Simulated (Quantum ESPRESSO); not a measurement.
# CdTe (F-43m) in Quantum ESPRESSO: a series of runs, part 5 of 5

Quantum ESPRESSO 7.5. The steps go on from the part before.

## (6) Dielectric tensor, PBE

The input, pw.in:

```
&CONTROL
  calculation = 'scf'
  prefix = 'pwscf'
  outdir = './tmp'
  pseudo_dir = './pseudo'
  tprnfor = .true.
  tstress = .true.
  disk_io = 'low'
/
&SYSTEM
  ibrav = 0
  nat = 2
  ntyp = 2
  ecutwfc = 45
  ecutrho = 360
  nbnd = 15
  occupations = 'smearing'
  smearing = 'fd'
  degauss = 0.00367493
/
&ELECTRONS
  conv_thr = 4d-10
  electron_maxstep = 120
  mixing_beta = 0.5
/
ATOMIC_SPECIES
Te   127.6000 te_pbe_v1.uspp.F.UPF
Cd   112.4140 cd_pbe_v1.uspp.F.UPF
CELL_PARAMETERS bohr
   0.0000000000    6.0565722294    6.0565722294
   6.0565722294    0.0000000000    6.0565722294
   6.0565722294    6.0565722294    0.0000000000
ATOMIC_POSITIONS bohr
Te     9.0848583441    9.0848583441    9.0848583441
Cd     0.0000000000    0.0000000000    0.0000000000
K_POINTS automatic
6 6 6 1 1 1
```

The input, gamma.in:

```
&CONTROL
  calculation = 'bands'
  prefix = 'pwscf'
  outdir = './tmp'
  pseudo_dir = './pseudo'
  disk_io = 'low'
  verbosity = 'high'
/
&SYSTEM
  ibrav = 0
  nat = 2
  ntyp = 2
  ecutwfc = 45
  ecutrho = 360
  nbnd = 15
  occupations = 'smearing'
  smearing = 'fd'
  degauss = 0.00367493
/
&ELECTRONS
  conv_thr = 1d-08
  electron_maxstep = 120
  mixing_beta = 0.5
  diago_full_acc = .true.
  startingwfc = 'random'
/
ATOMIC_SPECIES
Te   127.6000 te_pbe_v1.uspp.F.UPF
Cd   112.4140 cd_pbe_v1.uspp.F.UPF
CELL_PARAMETERS bohr
   0.0000000000    6.0565722294    6.0565722294
   6.0565722294    0.0000000000    6.0565722294
   6.0565722294    6.0565722294    0.0000000000
ATOMIC_POSITIONS bohr
Te     9.0848583441    9.0848583441    9.0848583441
Cd     0.0000000000    0.0000000000    0.0000000000
K_POINTS crystal
1
0.0 0.0 0.0 1
```

The input, scf2.in:

```
&CONTROL
  calculation = 'scf'
  prefix = 'pwscf'
  outdir = './tmp'
  pseudo_dir = './pseudo'
  tprnfor = .true.
  tstress = .true.
  disk_io = 'low'
/
&SYSTEM
  ibrav = 0
  nat = 2
  ntyp = 2
  ecutwfc = 45
  ecutrho = 360
  nbnd = 15
  occupations = 'fixed'
/
&ELECTRONS
  conv_thr = 1d-13
  electron_maxstep = 120
  mixing_beta = 0.5
  startingpot = 'file'
/
ATOMIC_SPECIES
Te   127.6000 te_pbe_v1.uspp.F.UPF
Cd   112.4140 cd_pbe_v1.uspp.F.UPF
CELL_PARAMETERS bohr
   0.0000000000    6.0565722294    6.0565722294
   6.0565722294    0.0000000000    6.0565722294
   6.0565722294    6.0565722294    0.0000000000
ATOMIC_POSITIONS bohr
Te     9.0848583441    9.0848583441    9.0848583441
Cd     0.0000000000    0.0000000000    0.0000000000
K_POINTS automatic
6 6 6 1 1 1
```

The input, ph.in:

```
dielectric of CdTe
&INPUTPH
  prefix = 'pwscf'
  outdir = './tmp'
  tr2_ph = 1d-18
  fildyn = 'dyn'
  niter_ph = 90
  alpha_mix(1) = 0.7
  epsil = .true.
  trans = .false.
  zeu = .true.
/
0.0000000000 0.0000000000 0.0000000000
```

Potentials or basis: GBRV 1.5 PBE.

Run with:

```sh
> OMP_NUM_THREADS=1 pw.x -in pw.in > pw.out
> OMP_NUM_THREADS=1 pw.x -in gamma.in > gamma.out
> OMP_NUM_THREADS=1 pw.x -in scf2.in > scf2.out
> OMP_NUM_THREADS=1 ph.x -in ph.in > ph.out
```

pw.out:

```text
This program is part of the open-source Quantum ESPRESSO suite
     for quantum simulation of materials; please cite
[... 9 lines left out ...]
     --------------------
     sticks:   dense  smooth     PW     G-vecs:    dense   smooth      PW
     Sum        1813     913    283                51253    18149    3119

     Using Slab Decomposition

     bravais-lattice index     =            0
     lattice parameter (alat)  =       8.5653  a.u.
     unit-cell volume          =     444.3352 (a.u.)^3
     number of atoms/cell      =            2
     number of atomic types    =            2
     number of electrons       =        18.00
     number of Kohn-Sham states=           15
     kinetic-energy cutoff     =      45.0000  Ry
     charge density cutoff     =     360.0000  Ry
     scf convergence threshold =      4.0E-10
     mixing beta               =       0.5000
     number of iterations used =            8  plain     mixing
     Exchange-correlation= SLA  PW   PBE  PBE
                           (   1   4   3   4   0   0   0)

     celldm(1)=   8.565287  celldm(2)=   0.000000  celldm(3)=   0.000000
     celldm(4)=   0.000000  celldm(5)=   0.000000  celldm(6)=   0.000000

     crystal axes: (cart. coord. in units of alat)
               a(1) = (   0.000000   0.707107   0.707107 )
               a(2) = (   0.707107   0.000000   0.707107 )
               a(3) = (   0.707107   0.707107   0.000000 )

     reciprocal axes: (cart. coord. in units 2 pi/alat)
               b(1) = ( -0.707107  0.707107  0.707107 )
               b(2) = (  0.707107 -0.707107  0.707107 )
               b(3) = (  0.707107  0.707107 -0.707107 )

     PseudoPot. # 1 for Te read from file:
     te_pbe_v1.uspp.F.UPF
     Pseudo is Ultrasoft + core correction, Zval =  6.0
     Generated by new atomic code, or converted to UPF format
     Using radial grid of  891 points,  5 beta functions with:
                l(1) =   0
                l(2) =   0
                l(3) =   1
                l(4) =   1
                l(5) =   2
     Q(r) pseudized with  6 coefficients,  rinner =    1.800   1.800   1.800
                                                       1.800   1.800

     PseudoPot. # 2 for Cd read from file:
     cd_pbe_v1.uspp.F.UPF
     Pseudo is Ultrasoft + core correction, Zval = 12.0
     Generated by new atomic code, or converted to UPF format
     Using radial grid of  889 points,  6 beta functions with:
                l(1) =   0
                l(2) =   0
                l(3) =   1
                l(4) =   1
                l(5) =   2
                l(6) =   2
     Q(r) pseudized with  6 coefficients,  rinner =    1.000   1.000   1.000
                                                       1.000   1.000

     atomic species   valence    mass     pseudopotential
     Te                6.00   127.60000     Te( 1.00)
     Cd               12.00   112.41400     Cd( 1.00)

     24 Sym. Ops. (no inversion) found

   Cartesian axes

     site n.     atom                  positions (alat units)
         1        Te     tau(   1) = (   1.0606602   1.0606602   1.0606602  )
         2        Cd     tau(   2) = (   0.0000000   0.0000000   0.0000000  )

     number of k points=    28  Fermi-Dirac smearing, width (Ry)=  0.0037
                       cart. coord. in units 2pi/alat
        k(    1) = (   0.0589256   0.0589256   0.0589256), wk =   0.0185185
        k(    2) = (   0.1767767   0.1767767  -0.0589256), wk =   0.0555556
        k(    3) = (   0.2946278   0.2946278  -0.1767767), wk =   0.0555556
        k(    4) = (  -0.2946278  -0.2946278   0.4124790), wk =   0.0555556
        k(    5) = (  -0.1767767  -0.1767767   0.2946278), wk =   0.0555556
        k(    6) = (  -0.0589256  -0.0589256   0.1767767), wk =   0.0555556
[... 20 lines left out ...]
        k(   27) = (   0.2946278   0.2946278   0.2946278), wk =   0.0185185
        k(   28) = (  -0.2946278  -0.2946278   0.8838835), wk =   0.0555556

     Dense  grid:    51253 G-vectors     FFT dimensions: (  54,  54,  54)

     Smooth grid:    18149 G-vectors     FFT dimensions: (  40,  40,  40)

     Initial potential from superposition of free atoms

     starting charge      17.4997, renormalised to      18.0000

     negative rho (up, down):  2.077E-02 0.000E+00
     Starting wfcs are   13 randomized atomic wfcs +    2 random wfcs

     Self-consistent Calculation

     iteration #  1     ecut=    45.00 Ry     beta= 0.50
     Davidson diagonalization with overlap
     ethr =  1.00E-02,  avg # of iterations =  6.1

     Threshold (ethr) on eigenvalues was too large:
     Diagonalizing with lowered threshold

     Davidson diagonalization with overlap
     ethr =  4.64E-04,  avg # of iterations =  2.1

     negative rho (up, down):  2.033E-02 0.000E+00
[... 85 lines left out ...]
     iteration # 11     ecut=    45.00 Ry     beta= 0.50
     Davidson diagonalization with overlap
     ethr =  3.59E-12,  avg # of iterations =  2.0

     negative rho (up, down):  2.110E-02 0.000E+00

     End of self-consistent calculation

          k = 0.0589 0.0589 0.0589 (  2238 PWs)   bands (ev):

    -5.7972  -2.8031  -2.8031  -2.7884  -2.5225  -2.5225   4.8411   5.4956
     5.4956   6.9909  10.0653  10.2016  10.2016  13.6931  14.5773

          k = 0.1768 0.1768-0.0589 (  2251 PWs)   bands (ev):

    -5.6613  -2.7810  -2.7697  -2.6738  -2.5286  -2.5151   3.3451   4.8225
     5.3307   7.8487  10.1528  10.4742  10.9598  13.5848  14.2002

          k = 0.2946 0.2946-0.1768 (  2263 PWs)   bands (ev):

    -5.4526  -2.7447  -2.7399  -2.5212  -2.5152  -2.3340   1.6028   4.4097
     4.8929   7.8307  10.6744  10.7940  12.0339  14.2178  14.2680

          k =-0.2946-0.2946 0.4125 (  2275 PWs)   bands (ev):
[... 16 lines left out ...]
    -5.5988  -2.7518  -2.7456  -2.6549  -2.5232  -2.5072   3.1256   4.6614
     4.6641   8.4581   9.1534  11.3660  11.5118  12.7946  15.2583

          k = 0.4125 0.1768-0.0589 (  2272 PWs)   bands (ev):

    -5.4286  -2.7198  -2.7067  -2.5775  -2.5013  -2.3401   1.9903   3.8106
     4.3695   8.7678   9.5405  11.1145  12.3281  13.8352  16.0734

          k =-0.1768-0.4125 0.5303 (  2262 PWs)   bands (ev):
[... 6 lines left out ...]
    -5.3837  -2.7184  -2.7108  -2.5449  -2.5130  -2.2160   1.6214   3.3952
     4.5267   8.8667  10.3208  10.9412  12.1751  13.8564  15.5833

          k = 0.0589-0.1768 0.2946 (  2262 PWs)   bands (ev):

    -5.5523  -2.7562  -2.7427  -2.5843  -2.5191  -2.4922   2.6283   4.3107
     4.9549   8.3731   9.8371  11.0693  11.3087  13.3295  14.9448

          k = 0.5303 0.0589 0.0589 (  2273 PWs)   bands (ev):
[... 6 lines left out ...]
    -5.2661  -2.6669  -2.6490  -2.5889  -2.4937  -1.9677   1.1804   3.1701
     3.6084   8.5733   9.2347  12.6624  13.5935  14.8328  16.5470

          k = 0.0589-0.4125 0.5303 (  2267 PWs)   bands (ev):

    -5.2908  -2.6951  -2.6744  -2.5495  -2.5130  -1.9747   1.2259   2.8936
     4.0111   8.8722  10.5565  11.6778  12.9496  13.5017  15.2921

          k = 0.1768-0.2946 0.4125 (  2269 PWs)   bands (ev):

    -5.3824  -2.7288  -2.7201  -2.5312  -2.5081  -2.1772   1.2628   3.9424
     4.5575   8.2895  10.2788  11.2311  12.3055  14.4027  15.2412

          k =-0.6482 0.0589 0.0589 (  2267 PWs)   bands (ev):

    -5.2655  -2.6520  -2.6312  -2.6165  -2.4835  -2.0107   1.1542   3.4496
     3.6371   8.1590   8.4742  13.8744  14.3924  14.9680  16.5119

          k =-0.5303 0.1768-0.0589 (  2268 PWs)   bands (ev):

    -5.3244  -2.6851  -2.6715  -2.5871  -2.4949  -2.1287   1.4825   3.4074
     3.8727   8.6958   9.3714  11.6901  13.3540  14.4981  16.7441

          k =-0.4125 0.0589 0.0589 (  2264 PWs)   bands (ev):

    -5.4550  -2.7068  -2.6999  -2.6125  -2.4965  -2.4103   2.2938   4.1014
     4.1901   8.4895   8.9672  11.9166  12.4806  13.3722  15.7909

          k = 0.1768 0.1768 0.1768 (  2256 PWs)   bands (ev):
[... 31 lines left out ...]
    -5.2668  -2.6771  -2.6644  -2.5592  -2.5110  -1.9261   1.2069   2.9877
     3.4988   9.4227  10.1327  11.3696  12.4821  14.8251  16.6081

          k =-0.7660 0.1768 0.1768 (  2276 PWs)   bands (ev):

    -5.2752  -2.6849  -2.6560  -2.5726  -2.5006  -1.9580   1.1880   2.9052
     3.9316   8.4246  10.1027  12.6428  12.9925  13.9623  15.5191

          k = 0.2946 0.2946 0.2946 (  2271 PWs)   bands (ev):
[... 6 lines left out ...]
    -5.3503  -2.7213  -2.7128  -2.5259  -2.5125  -2.0870   1.0933   3.6696
     4.5042   8.3806  10.3260  11.3368  12.7134  14.5155  15.1401

     the Fermi energy is     6.2623 ev

!    total energy              =    -141.28400276 Ry
     estimated scf accuracy    <          7.6E-12 Ry
     smearing contrib. (-TS)   =      -0.00000000 Ry
     internal energy E=F+TS    =    -141.28400276 Ry

     The total energy is F=E-TS. E is the sum of the following terms:
     one-electron contribution =     -45.07216161 Ry
     hartree contribution      =      35.33659238 Ry
     xc contribution           =     -53.88454071 Ry
     ewald contribution        =     -77.66389283 Ry

     convergence has been achieved in  11 iterations

     negative rho (up, down):  2.110E-02 0.000E+00

     Forces acting on atoms (cartesian axes, Ry/au):

     atom    1 type  1   force =    -0.00000000    0.00000000    0.00000000
     atom    2 type  2   force =     0.00000000   -0.00000000    0.00000000

     Total force =     0.000000     Total SCF correction =     0.000000

     Computing stress (Cartesian axis) and pressure

     negative rho (up, down):  2.110E-02 0.000E+00
          total   stress  (Ry/bohr**3)                   (kbar)     P=       45.45
   0.00030894   0.00000000   0.00000000           45.45        0.00        0.00
   0.00000000   0.00030894   0.00000000            0.00       45.45        0.00
   0.00000000   0.00000000   0.00030894            0.00        0.00       45.45

=------------------------------------------------------------------------------=
   JOB DONE.
=------------------------------------------------------------------------------=
```

Wall time 2.3 min (1 thread of Intel Xeon 6975P-C (Granite Rapids), shared host); peak memory 0.23 GiB.

Results:

* Free energy: -1922.2668 eV
* Pressure: 4.5 GPa
* Electronic dielectric tensor (diagonal): 8.59
* Born charges (mean of the diagonal): Te -2.12; Cd +2.12 e

Electronic dielectric tensor:
```
8.59 0.00 0.00
0.00 8.59 0.00
0.00 0.00 8.59
```

Born effective charge tensors (e):
atom 1, Te
```
-2.12  0.00  0.00
 0.00 -2.12  0.00
 0.00  0.00 -2.12
```
atom 2, Cd
```
2.12 0.00 0.00
0.00 2.12 0.00
0.00 0.00 2.12
```

Caveat: the cell is more than 3 GPa from zero pressure, which shifts response properties. The run has no spin-orbit coupling, so splittings on Te are missing.

## (7) Overview

```csv
task,level,potentials or basis,cell,form of the LDA correlation,pressure (GPa)
phonons,LDA,GBRV 1.5 LDA,relaxed to 10 GPa,PZ81,10.3
phonons,LDA,GBRV 1.5 LDA,relaxed to 20 GPa,PZ81,20.6
phonons,LDA,GBRV 1.5 LDA,relaxed to 40 GPa,PZ81,40.8
dielectric tensor,LDA,GBRV 1.5 LDA,as given,PZ81,0.3
dielectric tensor,PBE,GBRV 1.5 PBE,as given,-,4.5
```

Alike in all rows: no spin polarisation; k mesh 6 × 6 × 6, shifted; cutoff (eV) 612; smearing fermi-dirac 0.05 eV.

Caveats: the cell is more than 3 GPa from zero pressure, which shifts response properties (some runs).

Absolute energies hang on the potentials; compare differences alone.
